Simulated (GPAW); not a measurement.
Runs of GPAW 26.7.0 on Sn. It takes space group Im-3m (No. 229, cubic). Conventional cell: a = 3.789 Å, b = 3.789 Å, c = 3.789 Å, α = 90.00°, β = 90.00°, γ = 90.00°. Sn (site symmetry m-3m) is surrounded by 8 Sn at 3.28 Å. This isn't the form of Sn at room conditions, which is tetragonal (white tin).

| task | level | potentials or basis | cell | k mesh | cutoff (eV) | maxiter | convergence | eigensolver | optimizer | fmax | mesh quality | gap on the mesh (eV) | pressure (GPa) | relaxed volume (Å³/atom) |
| --- | --- | --- | --- | --- | --- | --- | --- | --- | --- | --- | --- | --- | --- | --- |
| single point | PBEsol | PAW data sets generated in the run's folder for this functional, pw | as given | 8 × 8 × 8 | 500 | 120 | default | - | - | - | not flagged | none | (b) | - |
| relaxation of cell and atoms | BLYP | PAW data sets generated in the run's folder for this functional, pw | relaxed | 10 × 10 × 10 | 600 | 150 | density=1e-05 forces=0.0001 | davidson | BFGS | 0.02 eV/Å | not flagged | none | 0.0 | 30.64 |
| relaxation of cell and atoms | PBEsol | PAW data sets generated in the run's folder for this functional, pw | relaxed | 10 × 10 × 10 | 600 | 150 | density=1e-05 forces=0.0001 | - | BFGS | 0.02 eV/Å | not flagged | none | 0.0 | 25.85 |
| relaxation of cell and atoms | revPBE | the program's PAW data sets (release 1.2.1) made for this functional, pw | relaxed | 10 × 10 × 10 | 600 | 150 | density=1e-05 forces=0.0001 | - | BFGS | 0.02 eV/Å | not flagged | none | 0.0 | (c) |
| relaxation of cell and atoms | LDA | the program's PAW data sets (release 1.2.1) made for this functional, pw | relaxed | 7 × 7 × 7 | 600 | 150 | density=1e-05 forces=0.0001 | - | BFGS | 0.02 eV/Å | not flagged | none | 0.0 | 25.56 |
| band structure | LDA | the program's PAW data sets (release 1.2.1) made for this functional, pw | as given | 7 × 7 × 7 | 600 | 150 | - | - | - | - | not flagged | - | -3.4 | - |
| relaxation of cell and atoms | PBE | GPAW PAW data sets (gpaw-data 1.2.1), pw | relaxed | 10 × 10 × 10 | 600 | 150 | density=1e-05 forces=0.0001 | - | BFGS | 0.02 eV/Å | not flagged | none | 0.0 | (a) |
| relaxation of cell and atoms | RPBE | the program's PAW data sets (release 1.2.1) made for this functional, pw | relaxed | 10 × 10 × 10 | 600 | 150 | density=1e-05 forces=0.0001 | - | BFGS | 0.02 eV/Å | not flagged | none | 0.1 | 28.27 |
| relaxation of cell and atoms | LDA | the program's PAW data sets (release 1.2.1) made for this functional, pw | relaxed | 10 × 10 × 10 | 600 | 150 | density=1e-05 forces=0.0001 | - | BFGS | 0.02 eV/Å | not flagged | none | 0.0 | 25.21 |
| G0W0 quasiparticle levels | PBEsol | PAW data sets generated in the run's folder for this functional, pw | as given | 5 × 5 × 5 | 500 | 150 | - | - | - | - | coarse | none | - | - |

Alike in all rows: no spin polarisation; smearing fermi-dirac 0.05 eV.

Fill in the values left out.

(a) 27.44; (b) -2.5; (c) 28.04.

Caveats: some runs use coarse meshes; later steps reuse the first step's grids (some runs); the cutoff is short for stress and forces, so pressures can be off by a GPa or more (some runs); spin-orbit coupling is left out, which moves the levels of the heavy elements (some runs); G0W0 is unreliable with partly filled bands (some runs); the long-wavelength limit can be off by a per cent or two (some runs).

A k mesh can miss the band edges, and the runs leave out spin-orbit coupling on Sn.

A gap of «none» marks a metal or a gap under the smearing width.
